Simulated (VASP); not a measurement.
Output of a VASP run:

OUTCAR:
```
 ion  position               nearest neighbor table
   1  0.250  0.250  0.250-   3 1.90   3 1.90   3 1.90   3 1.90   2 2.20   2 2.20   2 2.20   2 2.20
                             2 2.20   2 2.20
   2  0.750  0.750  0.750-   3 1.90   3 1.90   3 1.90   3 1.90   1 2.20   1 2.20   1 2.20   1 2.20
                             1 2.20   1 2.20
   3  0.000  0.000  0.000-   2 1.90   2 1.90   2 1.90   1 1.90   1 1.90   1 1.90   2 1.90   1 1.90
  LATTYP: Found a face centered cubic cell.
 ALAT       =     4.3989966898
 Subroutine PRICEL returns:
 Original cell was already a primitive cell.
 Subroutine GETGRP returns: Found 48 space group operations
The static configuration has the point symmetry O_h .
The dynamic configuration has the point symmetry O_h .
 Subroutine INISYM returns: Found 48 space group operations
 Subroutine IBZKPT returns following result:
 Found     29 irreducible k-points:

 Following reciprocal coordinates:
            Coordinates               Weight
  0.000000  0.000000  0.000000      1.000000
  0.125000  0.000000  0.000000      8.000000
  0.250000  0.000000  0.000000      8.000000
  0.375000  0.000000  0.000000      8.000000
  0.500000  0.000000  0.000000      4.000000
  0.125000  0.125000  0.000000      6.000000
  0.250000  0.125000  0.000000     24.000000
  0.375000  0.125000  0.000000     24.000000
  0.500000  0.125000  0.000000     24.000000
 -0.375000  0.125000  0.000000     24.000000
 -0.250000  0.125000  0.000000     24.000000
 -0.125000  0.125000  0.000000     12.000000
  0.250000  0.250000  0.000000      6.000000
  0.375000  0.250000  0.000000     24.000000
  0.500000  0.250000  0.000000     24.000000
 -0.375000  0.250000  0.000000     24.000000
 -0.250000  0.250000  0.000000     12.000000
  0.375000  0.375000  0.000000      6.000000
  0.500000  0.375000  0.000000     24.000000
 -0.375000  0.375000  0.000000     12.000000
  0.500000  0.500000  0.000000      3.000000
  0.375000  0.250000  0.125000     24.000000
  0.500000  0.250000  0.125000     48.000000
 -0.375000  0.250000  0.125000     24.000000
  0.500000  0.375000  0.125000     24.000000
 -0.375000  0.375000  0.125000     48.000000
 -0.250000  0.375000  0.125000     24.000000
 -0.375000  0.500000  0.125000     12.000000
 -0.250000  0.500000  0.250000      6.000000
   k-points           NKPTS =     29   k-points in BZ     NKDIM =     29   number of bands    NBANDS=     10
   number of dos      NEDOS =    301   number of ions     NIONS =      3
   total plane-waves  NPLWV =  21952
   dimension x,y,z NGX =    28 NGY =   28 NGZ =   28
   dimension x,y,z NGXF=    56 NGYF=   56 NGZF=   56
   ions per type =               2   1
   PREC   = accura    normal or accurate (medium, high low for compatibility)
   ISTART =      0    job   : 0-new  1-cont  2-samecut
   ICHARG =      2    charge: 1-file 2-atom 10-const
   ISPIN  =      1    spin polarized calculation?
   LNONCOLLINEAR =      F non collinear calculations
   LSORBIT =      F    spin-orbit coupling
   INIWAV =      1    electr: 0-lowe 1-rand  2-diag
   ENCUT  =  600.0 eV  44.10 Ry    6.64 a.u.   6.21  6.21  6.21*2*pi/ulx,y,z
   NELM   =    100;   NELMIN=  2; NELMDL= -5     # of ELM steps
   EDIFF  = 0.1E-06   stopping-criterion for ELM
   LREAL  =      F    real-space projection
   NLSPLINE    = F    spline interpolate recip. space projectors
   LMAXMIX     =    2 max onsite mixed and CHGCAR
   VOSKOWN=      0    Vosko Wilk Nusair interpolation
   EDIFFG = -.1E-01   stopping-criterion for IOM
   NSW    =     30    number of steps for IOM
   NBLOCK =      1;   KBLOCK =     30    inner block; outer block
   IBRION =      2    ionic relax: 0-MD 1-quasi-New 2-CG
   NFREE  =      1    steps in history (QN), initial steepest desc. (CG)
   ISIF   =      2    stress and relaxation
   ISYM   =      2    0-nonsym 1-usesym 2-fastsym
   TEIN   =    0.0    initial temperature
   TEBEG  =    0.0;   TEEND  =   0.0 temperature during run
   SMASS  =  -3.00    Nose mass-parameter (am)
   PSTRESS=    0.0 pullay stress
   NELECT =      12.0000    total number of electrons
...
```

**OSZICAR**
```
       N       E                     dE             d eps       ncg     rms          rms(c)
DAV:   1     0.447474285271E+02    0.44747E+02   -0.68666E+03   580   0.148E+03
DAV:   2    -0.157040563043E+02   -0.60451E+02   -0.57096E+02   680   0.274E+02
DAV:   3    -0.213234256447E+02   -0.56194E+01   -0.55942E+01  1022   0.700E+01
DAV:   4    -0.213919093887E+02   -0.68484E-01   -0.68370E-01   762   0.872E+00
DAV:   5    -0.213926065858E+02   -0.69720E-03   -0.69711E-03   866   0.635E-01    0.690E+00
DAV:   6    -0.167594707494E+02    0.46331E+01   -0.38804E+00   738   0.163E+01    0.217E+00
DAV:   7    -0.170208398127E+02   -0.26137E+00   -0.17674E+00   790   0.102E+01    0.243E+00
DAV:   8    -0.194766419386E+02   -0.24558E+01   -0.53196E+00   724   0.180E+01    0.312E+00
DAV:   9    -0.167562182381E+02    0.27204E+01   -0.22313E+00   856   0.137E+01    0.760E-01
DAV:  10    -0.167211675481E+02    0.35051E-01   -0.33164E-01   708   0.574E+00    0.256E-01
DAV:  11    -0.167066311303E+02    0.14536E-01   -0.13077E-02   710   0.141E+00    0.229E-01
DAV:  12    -0.167191830416E+02   -0.12552E-01   -0.80283E-03   602   0.126E+00    0.101E-01
DAV:  13    -0.167208630337E+02   -0.16800E-02   -0.11799E-03   632   0.428E-01    0.201E-02
DAV:  14    -0.167207553836E+02    0.10765E-03   -0.10109E-04   684   0.143E-01    0.207E-02
DAV:  15    -0.167208692721E+02   -0.11389E-03   -0.13616E-04   630   0.173E-01    0.758E-03
DAV:  16    -0.167209282929E+02   -0.59021E-04   -0.41583E-05   606   0.110E-01    0.163E-03
DAV:  17    -0.167209322469E+02   -0.39540E-05   -0.32924E-06   674   0.283E-02    0.101E-03
DAV:  18    -0.167209337275E+02   -0.14806E-05   -0.17915E-06   610   0.193E-02    0.455E-04
DAV:  19    -0.167209346633E+02   -0.93579E-06   -0.16545E-07   640   0.620E-03    0.585E-04
DAV:  20    -0.167209346610E+02    0.22616E-08   -0.38098E-08   482   0.242E-03
   1 F= -.16720935E+02 E0= -.16720935E+02  d E =-.167209E+02
```

**OUTCAR**
```
------------------------ aborting loop because EDIFF is reached ----------------------------------------
  FORCE on cell =-STRESS in cart. coord.  units (eV):
  Direction    XX          YY          ZZ          XY          YZ          ZX
  --------------------------------------------------------------------------------------
  Total        1.8317286      1.8317286      1.8317286      0.0000000     -0.0000000      0.0000000
  in kB      137.9020721    137.9020721    137.9020721      0.0000000     -0.0000000      0.0000000
  external PRESSURE =     137.9020721 kB  Pullay stress =       0.0000000 kB
  volume of cell :       21.28
      direct lattice vectors                 reciprocal lattice vectors
     0.000000000  2.199498345  2.199498345    -0.227324563  0.227324563  0.227324563
     2.199498345  0.000000000  2.199498345     0.227324563 -0.227324563  0.227324563
     2.199498345  2.199498345  0.000000000     0.227324563  0.227324563 -0.227324563
 POSITION                                       TOTAL-FORCE (eV/Angst)
 -----------------------------------------------------------------------------------
      1.09975      1.09975      1.09975         0.000000      0.000000      0.000000
      3.29925      3.29925      3.29925        -0.000000     -0.000000     -0.000000
      0.00000      0.00000      0.00000         0.000000      0.000000     -0.000000
 -----------------------------------------------------------------------------------
    total drift:                                0.000000      0.000000      0.000000
  FREE ENERGIE OF THE ION-ELECTRON SYSTEM (eV)
  ---------------------------------------------------
  free  energy   TOTEN  =       -16.7209346610 eV

  energy  without entropy=      -16.7209346610  energy(sigma->0) =      -16.72093466

 reached required accuracy - stopping structural energy minimisation
```
(Selected blocks of OUTCAR.)

POSCAR:
```
Li2O
1
    0.0000000000     2.1994983449     2.1994983449
    2.1994983449     0.0000000000     2.1994983449
    2.1994983449     2.1994983449     0.0000000000
Li O
2 1
Direct
  0.2500000000   0.2500000000   0.2500000000
  0.7500000000   0.7500000000   0.7500000000
  0.0000000000   1.0000000000   1.0000000000
```

Task: Reconstruct the remaining input files.

Result: This is not unique; one that fits is the input of the run itself, r2SCAN meta-GGA, plane waves, VASP's PBE PAW potentials (set 64).

**INCAR**
```
SYSTEM = Li2O
PREC = Accurate
ENCUT = 600
EDIFF = 1E-7
NELM = 100
ALGO = Normal
LREAL = .FALSE.
LASPH = .TRUE.
ISMEAR = 0
SIGMA = 0.05
METAGGA = R2SCAN
LMIXTAU = .TRUE.
LWAVE = .FALSE.
LCHARG = .FALSE.
ISIF = 2
IBRION = 2
NSW = 30
EDIFFG = -0.01
```

KPOINTS:
```
Automatic mesh
0
gamma
  8 8 8
0 0 0
```

POTCAR, in this order: Li_sv O (PBE.64 set). Program: vasp_std.

The compound is Li2O in the antifluorite structure. This cell was strained or had an atom moved on purpose.
